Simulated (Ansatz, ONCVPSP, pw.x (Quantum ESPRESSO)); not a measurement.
W (Z = 74) (fcc): variants of one ONCV potential in the solid

```
Element                 : tungsten
Generator               : ONCVPSP 4.0.1.1 (patched build)
Type                    : optimised norm-conserving Vanderbilt (ONCV)
Functional              : PBE
Relativity              : scalar-relativistic
Frozen core             : [Kr] 4d10 4f14
Valence charge          : 14
Reference configuration : 5s2 5p6 5d4 6s1.5 6p0.5
Partial waves           : 5s+6s: rc 1.60 bohr, ncon 4, nbas 7, qcut 8.6 1/bohr, 2 projectors; 5p+6p: rc 2.30 bohr, ncon 4, nbas 8, qcut 6.4 1/bohr, 2 projectors; 5d: rc 2.45 bohr, ncon 5, nbas 10, qcut 7.3 1/bohr, 1 projector
Local potential         : polynomial inside 1.20 bohr (lpopt 5, dvloc0 1 Ha)
Core correction         : Teter function, fcfact 4, rcfact 1.7
```

Crystal test: fcc W in pw.x 7.5, no spin, 14³ k-points, Fermi–Dirac smearing 0.01 Ry, cutoffs set for each file from its atomic test. The reference is all-electron LAPW (Ansatz 0.2.0) with the same functional, mesh and smearing; V0 and B0 come from Birch–Murnaghan fits to the pressures at five volumes. Errors are pseudo minus all-electron; Δ is the rms difference of the E(V) curves that follow from these fits, minima aligned, over ±6 % about the mean V0. Mesh and smearing are coarse, so the numbers serve the comparison and aren't converged zero-temperature values; the lattice is a test structure that the element need not adopt.

All-electron: a0 = 4.039 Å (V0 = 16.47 Å³/atom), B0 = 280.9 GPa.

1 further variants are left out: they gave no file fit for a test, a broken result, the same result as the base, or pressures whose basis-set error rivals the error shown.

```
    change  cutoffs (Ry)       pw.x  a0 (Å)  a0 error (%)  B0 error (%)  Δ (meV/atom)  mean pressure error (GPa)
      base        70/280  converged   4.027         -0.31          -0.1           9.5                      -2.62
d: rc 1.76        70/280  converged   4.026         -0.32          -0.0           9.7                      -2.67
d: rc 2.52        70/280  converged   4.027         -0.31          -0.1           9.4                      -2.58
d: rc 2.92        70/280  converged   4.029         -0.26          -0.3           8.0                      -2.20
```

Give the row for: d: rc 2.3.

pw.x: converged; mean pressure error (GPa): -2.67; a0 (Å): 4.026; a0 error (%): -0.32; B0 error (%): -0.0; Δ (meV/atom): 9.7.
